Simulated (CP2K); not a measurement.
# W (Im-3m) in CP2K: further runs

Runs on W. Level: PBEsol. Tasks: single point, equation of state.

Program: CP2K 2026.2. These are calculated values, not measurements. Logs are shortened: lines on timing, memory, paths and dates and some standing lists are left out, and cuts for length are marked.

## 1. The structure

The structure is cubic, space group Im-3m (No. 229). Conventional cell: a = 3.165 Å, b = 3.165 Å, c = 3.165 Å, α = 90.00°, β = 90.00°, γ = 90.00°. Around W (site symmetry m-3m) lie 8 W at 2.74 Å.

## 2. Single point, PBEsol, 15.85 Å³/atom

File w_eos.inp:

```
&GLOBAL
  PROJECT w_eos
  RUN_TYPE ENERGY_FORCE
  PRINT_LEVEL LOW
&END GLOBAL
&FORCE_EVAL
  METHOD QS
  STRESS_TENSOR ANALYTICAL
  &DFT
    BASIS_SET_FILE_NAME BASIS_MOLOPT_UZH
    POTENTIAL_FILE_NAME POTENTIAL_UZH
    &MGRID
      CUTOFF 450
      REL_CUTOFF 60
      NGRIDS 4
    &END MGRID
    &QS
      METHOD GPW
      EPS_DEFAULT 1.0E-10
    &END QS
    &KPOINTS
      SCHEME MONKHORST-PACK 12 12 12
      GAMMA_CENTERED T
      SYMMETRY T
      SYMMETRY_BACKEND SPGLIB
    &END KPOINTS
    &SCF
      SCF_GUESS ATOMIC
      EPS_SCF 1.0E-6
      MAX_SCF 100
      ADDED_MOS 11
      CHOLESKY OFF
      EPS_EIGVAL 1.0E-7
      &DIAGONALIZATION ON
        ALGORITHM STANDARD
      &END DIAGONALIZATION
      &MIXING ON
        METHOD BROYDEN_MIXING
        ALPHA 0.4
        BETA 1.5
        NBUFFER 8
      &END MIXING
      &SMEAR ON
        METHOD FERMI_DIRAC
        ELECTRONIC_TEMPERATURE [K] 580.226
      &END SMEAR
    &END SCF
    &XC
      &XC_FUNCTIONAL
        &GGA_X_PBE_SOL
        &END GGA_X_PBE_SOL
        &GGA_C_PBE_SOL
        &END GGA_C_PBE_SOL
      &END XC_FUNCTIONAL
    &END XC
    &PRINT
      &KPOINTS ON
      &END KPOINTS
      &MULLIKEN ON
      &END MULLIKEN
      &MO ON
        ENERGIES T
        OCCUPATION_NUMBERS T
        &EACH
          QS_SCF 0
        &END EACH
        ADD_LAST NUMERIC
      &END MO
    &END PRINT
  &END DFT
  &SUBSYS
    &CELL
      ABC 2.7407019351 2.7407019351 2.7407019351
      ALPHA_BETA_GAMMA 109.4712206334 109.4712206344 109.4712206344
      PERIODIC XYZ
    &END CELL
    &COORD
      SCALED
      W   0.0000000000 0.0000000000 0.0000000000
    &END COORD
    &KIND W
      BASIS_SET TZVP-MOLOPT-PBE-GTH-q14
      POTENTIAL GTH-PBE-q14
    &END KIND
    &PRINT
      &ATOMIC_COORDINATES ON
      &END ATOMIC_COORDINATES
      &CELL ON
      &END CELL
    &END PRINT
  &END SUBSYS
  &PRINT
    &FORCES ON
    &END FORCES
    &STRESS_TENSOR ON
    &END STRESS_TENSOR
  &END PRINT
&END FORCE_EVAL
```

Potentials or basis: POTENTIAL_UZH W GTH-PBE-q14; TZVP-MOLOPT-PBE-GTH basis.

On the command line:

```sh
OMP_NUM_THREADS=2 cp2k.psmp -i w_eos.inp -o w_eos.out
```

w_eos.out:

```text

 CP2K| version string:                                       CP2K version 2026.2
 CP2K| Input file name                                                 w_eos.inp

 GLOBAL| Force Environment number                                              1
 GLOBAL| Basis set file name                                    BASIS_MOLOPT_UZH
 GLOBAL| Potential file name                                       POTENTIAL_UZH
 GLOBAL| MM Potential file name                                     MM_POTENTIAL
 GLOBAL| Coordinate file name                                      __STD_INPUT__
 GLOBAL| Method name                                                        CP2K
 GLOBAL| Project name                                                      w_eos
 GLOBAL| Run type                                                   ENERGY_FORCE
 GLOBAL| FFT library                                                       FFTW3
[... 5 lines left out ...]
 GLOBAL| Global print level                                                  LOW
 GLOBAL| Total number of message passing processes                             1
 GLOBAL| Number of threads for this process                                    2
 GLOBAL| CPU model name                          Intel(R) Xeon(R) Platinum 8488C

 CELL| Volume [angstrom^3]:                                            15.847601
 CELL| Vector a [angstrom]:       2.741     0.000     0.000   |a| =     2.740702
 CELL| Vector b [angstrom]:      -0.914     2.584     0.000   |b| =     2.740702
 CELL| Vector c [angstrom]:      -0.914    -1.292     2.238   |c| =     2.740702
 CELL| Angle (b,c), alpha [degree]:                                   109.471221
 CELL| Angle (a,c), beta  [degree]:                                   109.471221
 CELL| Angle (a,b), gamma [degree]:                                   109.471221
 CELL| Numerically orthorhombic:                                              NO
 CELL| Periodicity                                                           XYZ

 CELL_REF| Volume [angstrom^3]:                                        15.847601
 CELL_REF| Vector a [angstrom     2.741     0.000     0.000   |a| =     2.740702
 CELL_REF| Vector b [angstrom    -0.914     2.584     0.000   |b| =     2.740702
 CELL_REF| Vector c [angstrom    -0.914    -1.292     2.238   |c| =     2.740702
 CELL_REF| Angle (b,c), alpha [degree]:                               109.471221
 CELL_REF| Angle (a,c), beta  [degree]:                               109.471221
 CELL_REF| Angle (a,b), gamma [degree]:                               109.471221
 CELL_REF| Numerically orthorhombic:                                          NO
 CELL_REF| Periodicity                                                       XYZ
[... 9 lines left out ...]
 TOTAL NUMBERS AND MAXIMUM NUMBERS

  Total number of            - Atomic kinds:                                   1
                             - Atoms:                                          1
                             - Shell sets:                                     1
                             - Shells:                                        11
                             - Primitive Cartesian functions:                  6
                             - Cartesian basis functions:                     41
                             - Spherical basis functions:                     35

  Maximum angular momentum of- Orbital basis functions:                        3
                             - Local part of the GTH pseudopotential:          2
[... 100 lines left out ...]
     1 NoMix/Diag. 0.40E+00    9.5     1.88163643       -68.5939515581 -6.86E+01
     2 Broy./Diag. 0.40E+00    6.5     0.07276802       -68.7739278911 -1.80E-01
     3 Broy./Diag. 0.40E+00    6.6     0.13257773       -68.3217547473  4.52E-01
     4 Broy./Diag. 0.40E+00    6.5     0.00869197       -68.0662212512  2.56E-01
     5 Broy./Diag. 0.40E+00    6.4     0.00198923       -68.0797979818 -1.36E-02
     6 Broy./Diag. 0.40E+00    6.4     0.00039997       -68.0779313728  1.87E-03
     7 Broy./Diag. 0.40E+00    6.4     0.00008604       -68.0783289922 -3.98E-04
     8 Broy./Diag. 0.40E+00    6.4     0.00001117       -68.0780165083  3.12E-04
     9 Broy./Diag. 0.40E+00    6.8     0.00001470       -68.0779858642  3.06E-05
    10 Broy./Diag. 0.40E+00    6.5     0.00000139       -68.0779616935  2.42E-05
    11 Broy./Diag. 0.40E+00    6.9     0.00000054       -68.0779601829  1.51E-06

  *** SCF run converged in    11 steps ***

  Electronic density on regular grids:        -14.0000000003       -0.0000000003
  Core density on regular grids:               13.9999999986       -0.0000000014
  Total charge density on r-space grids:       -0.0000000017
  Total charge density g-space grids:          -0.0000000017

  Overlap energy of the core charge distribution:               0.00000000184766
  Self energy of the core charge distribution:               -102.32782440337752
  Core Hamiltonian energy:                                     22.11271182273008
  Hartree energy:                                              19.76774763358119
  Exchange-correlation energy:                                 -7.63042380108638
  Electronic entropic energy:                                  -0.00017143679371
  Fermi energy:                                                 0.58575061299270

  Total energy:                                               -68.07796018286425
  Total energy (extrapolated to T->0):                        -68.07787446446738

 MO| EIGENVALUES AND OCCUPATION NUMBERS FOR K POINT 1
 MO|
 MO|  Index      Eigenvalue [a.u.]        Eigenvalue [eV]             Occupation
 MO|      1              -2.114353             -57.534460               2.000000
 MO|      2              -0.830905             -22.610063               2.000000
 MO|      3              -0.830905             -22.610063               2.000000
 MO|      4              -0.815351             -22.186841               2.000000
 MO|      5               0.418908              11.399054               2.000000
 MO|      6               0.418908              11.399054               2.000000
[... 327 lines left out ...]
 MO|     17               1.724902              46.936981               0.000000
 MO|     18               1.880636              51.174719               0.000000
 MO| Sum:                                                              14.000000
 MO| E(Fermi):            0.585751 a.u.         15.939085 eV
 MO| Band gap:            0.201974 a.u.          5.495994 eV

 [... the levels of further k-points ...]

 !-----------------------------------------------------------------------------!
                     Mulliken Population Analysis

 #  Atom  Element  Kind  Atomic population                           Net charge
       1     W        1         14.000000                             -0.000000
 # Total charge                             14.000000                 -0.000000

 !-----------------------------------------------------------------------------!

 ENERGY| Total FORCE_EVAL ( QS ) energy [hartree]            -68.077959584035682

 FORCES| Atomic forces [hartree/bohr]
 FORCES|   Atom     x               y               z               |f|
 FORCES|      1  4.63386808E-14 -6.04703340E-14 -2.76117380E-15   7.62335800E-14
 FORCES| Sum     4.63386808E-14 -6.04703340E-14 -2.76117380E-15
 FORCES| Total atomic force                                       7.62335800E-14

 STRESS| Analytical stress tensor [bar]
 STRESS|                        x                   y                   z
 STRESS|      x       -3.35347886649E+04  -2.49729113251E-03  -4.42685058220E-03
 STRESS|      y       -2.49729113251E-03  -3.35349035165E+04   5.15167849059E-03
 STRESS|      z       -4.42685058220E-03   5.15167849059E-03  -3.35351212833E+04
 STRESS| 1/3 Trace                                            -3.35349378216E+04
 STRESS| Determinant                                          -3.77131246280E+13

 STRESS| Eigenvectors and eigenvalues of the analytical stress tensor [bar]
 STRESS|                        1                   2                   3
 STRESS| Eigenvalues  -3.35351214624E+04  -3.35349034536E+04  -3.35347885487E+04
 STRESS|      x           0.013120941414      0.022637992863      0.999657622477
 STRESS|      y          -0.023478514495      0.999475023616     -0.022325692053
 STRESS|      z           0.999638234690      0.023177541882     -0.013645559673
```

Run time: 88 s. Hardware: 2 threads of Intel Xeon Platinum 8488C (Sapphire Rapids), shared host; peak memory 0.33 GiB.

Results:

```yaml
Free_energy: -1852.4955 eV
Pressure: -3.4 GPa
Band_gap_on_the_k_mesh: none (metal or under the smearing width)
```

Caveat: the potentials were made for another functional, which shifts forces and pressure; the basis of atomic orbitals isn't converged, which shifts pressures, moduli and gaps.

## 3. Single point, PBEsol, 15.53 Å³/atom (volume scaled by 0.98)

Edit w_eos.inp of step 2 so:

```diff
@@ -11,2 +11,3 @@
     POTENTIAL_FILE_NAME POTENTIAL_UZH
+    WFN_RESTART_FILE_NAME previous-RESTART.kp
     &MGRID
@@ -27,3 +28,3 @@
     &SCF
-      SCF_GUESS ATOMIC
+      SCF_GUESS RESTART
       EPS_SCF 1.0E-6
@@ -72,4 +73,4 @@
     &CELL
-      ABC 2.7407019351 2.7407019351 2.7407019351
-      ALPHA_BETA_GAMMA 109.4712206334 109.4712206344 109.4712206344
+      ABC 2.7223074081 2.7223074082 2.7223074081
+      ALPHA_BETA_GAMMA 109.4712206334 109.4712206344 109.4712206339
       PERIODIC XYZ
```

Potentials or basis: POTENTIAL_UZH W GTH-PBE-q14; TZVP-MOLOPT-PBE-GTH basis.

On the command line:

```sh
OMP_NUM_THREADS=2 cp2k.psmp -i w_eos.inp -o w_eos.out
```

Wall time 1.7 min (2 threads of Intel Xeon Platinum 8488C (Sapphire Rapids), shared host); peak memory 0.33 GiB.

Results (log left out):

```yaml
Free_energy: -1852.4959 eV
Pressure: 3.1 GPa
Band_gap_on_the_k_mesh: none (metal or under the smearing width)
```

Caveat: the potentials were made for another functional, which shifts forces and pressure; the basis of atomic orbitals isn't converged, which shifts pressures, moduli and gaps.

## 4. Single point, PBEsol, 16.16 Å³/atom (volume scaled by 1.02)

Edit w_eos.inp of step 3 so:

```diff
@@ -73,4 +73,4 @@
     &CELL
-      ABC 2.7223074081 2.7223074082 2.7223074081
-      ALPHA_BETA_GAMMA 109.4712206334 109.4712206344 109.4712206339
+      ABC 2.7588528080 2.7588528080 2.7588528080
+      ALPHA_BETA_GAMMA 109.4712206319 109.4712206349 109.4712206350
       PERIODIC XYZ
```

On the command line:

```sh
OMP_NUM_THREADS=2 cp2k.psmp -i w_eos.inp -o w_eos.out
```

Run time: 83 s. Hardware: 2 threads of Intel Xeon Platinum 8488C (Sapphire Rapids), shared host; peak memory 0.32 GiB.

The run converged. Its results:

```yaml
Free_energy: -1852.4830 eV
Pressure: -9.2 GPa
Band_gap_on_the_k_mesh: none (metal or under the smearing width)
```

Caveat: the potentials were made for another functional, which shifts forces and pressure; the basis of atomic orbitals isn't converged, which shifts pressures, moduli and gaps.

## 5. Single point, PBEsol, 15.21 Å³/atom (volume scaled by 0.96)

Edit w_eos.inp of step 4 so:

```diff
@@ -73,4 +73,4 @@
     &CELL
-      ABC 2.7588528080 2.7588528080 2.7588528080
-      ALPHA_BETA_GAMMA 109.4712206319 109.4712206349 109.4712206350
+      ABC 2.7036608818 2.7036608818 2.7036608818
+      ALPHA_BETA_GAMMA 109.4712206337 109.4712206339 109.4712206341
       PERIODIC XYZ
```

On the command line:

```sh
OMP_NUM_THREADS=2 cp2k.psmp -i w_eos.inp -o w_eos.out
```

It took 90 s on 2 threads of Intel Xeon Platinum 8488C (Sapphire Rapids), shared host; peak memory 0.34 GiB.

Results (log left out):

| Property | Result |
| --- | --- |
| Free energy | -1852.4829 eV |
| Pressure | 10.1 GPa |
| Band gap on the k mesh | none (metal or under the smearing width) |

Caveat: the potentials were made for another functional, which shifts forces and pressure; the basis of atomic orbitals isn't converged, which shifts pressures, moduli and gaps.

## 6. Single point, PBEsol, 16.48 Å³/atom (volume scaled by 1.04)

Edit w_eos.inp of step 5 so:

```diff
@@ -73,4 +73,4 @@
     &CELL
-      ABC 2.7036608818 2.7036608818 2.7036608818
-      ALPHA_BETA_GAMMA 109.4712206337 109.4712206339 109.4712206341
+      ABC 2.7767679386 2.7767679386 2.7767679387
+      ALPHA_BETA_GAMMA 109.4712206325 109.4712206347 109.4712206351
       PERIODIC XYZ
```

Potentials or basis: POTENTIAL_UZH W GTH-PBE-q14; TZVP-MOLOPT-PBE-GTH basis.

On the command line:

```sh
OMP_NUM_THREADS=2 cp2k.psmp -i w_eos.inp -o w_eos.out
```

Run time: 85 s. Hardware: 2 threads of Intel Xeon Platinum 8488C (Sapphire Rapids), shared host; peak memory 0.32 GiB.

Results (log left out):

```yaml
Free_energy: -1852.4595 eV
Pressure: -14.5 GPa
Band_gap_on_the_k_mesh: none (metal or under the smearing width)
```

Caveat: the potentials were made for another functional, which shifts forces and pressure; the basis of atomic orbitals isn't converged, which shifts pressures, moduli and gaps.

## 7. Single point, PBEsol, 14.90 Å³/atom (volume scaled by 0.94)

Edit w_eos.inp of step 6 so:

```diff
@@ -73,4 +73,4 @@
     &CELL
-      ABC 2.7767679386 2.7767679386 2.7767679387
-      ALPHA_BETA_GAMMA 109.4712206325 109.4712206347 109.4712206351
+      ABC 2.6847535438 2.6847535438 2.6847535438
+      ALPHA_BETA_GAMMA 109.4712206338 109.4712206337 109.4712206339
       PERIODIC XYZ
```

On the command line:

```sh
OMP_NUM_THREADS=2 cp2k.psmp -i w_eos.inp -o w_eos.out
```

It took 96 s on 2 threads of Intel Xeon Platinum 8488C (Sapphire Rapids), shared host; peak memory 0.34 GiB.

It converged, with:

```yaml
Free_energy: -1852.4553 eV
Pressure: 17.9 GPa
Band_gap_on_the_k_mesh: none (metal or under the smearing width)
```

Caveat: the potentials were made for another functional, which shifts forces and pressure; the basis of atomic orbitals isn't converged, which shifts pressures, moduli and gaps.

## 8. Single point, PBEsol, 16.80 Å³/atom (volume scaled by 1.06)

Edit w_eos.inp of step 7 so:

```diff
@@ -73,4 +73,4 @@
     &CELL
-      ABC 2.6847535438 2.6847535438 2.6847535438
-      ALPHA_BETA_GAMMA 109.4712206338 109.4712206337 109.4712206339
+      ABC 2.7944548355 2.7944548355 2.7944548355
+      ALPHA_BETA_GAMMA 109.4712206318 109.4712206351 109.4712206351
       PERIODIC XYZ
```

On the command line:

```sh
OMP_NUM_THREADS=2 cp2k.psmp -i w_eos.inp -o w_eos.out
```

Run time: 2.2 min. Hardware: 2 threads of Intel Xeon Platinum 8488C (Sapphire Rapids), shared host; peak memory 0.32 GiB.

Results (log left out):

```
Free energy            : -1852.4260 eV
Pressure               : -19.3 GPa
Band gap on the k mesh : none (metal or under the smearing width)
```

Caveat: the potentials were made for another functional, which shifts forces and pressure; the basis of atomic orbitals isn't converged, which shifts pressures, moduli and gaps.

## 9. Equation of state, PBEsol

Potentials or basis: POTENTIAL_UZH W GTH-PBE-q14; TZVP-MOLOPT-PBE-GTH basis.

No new run: the results of the series are fitted here.

Results:

* Equilibrium volume: 15.68 Å³/atom
* Bulk modulus: 319 GPa
* Pressure derivative of the bulk modulus: 3.7

Energy against volume, from the lowest point:
```tsv
volume (Å³/atom)	energy (meV/atom)
14.897	40.59
15.214	12.96
15.531	0.00
15.848	0.37
16.165	12.86
16.482	36.39
16.798	69.90
```

Caveat: the potentials were made for another functional, which shifts forces and pressure; the basis of atomic orbitals isn't converged, which shifts pressures, moduli and gaps. Spin-orbit coupling is left out, which matters for the levels of W.
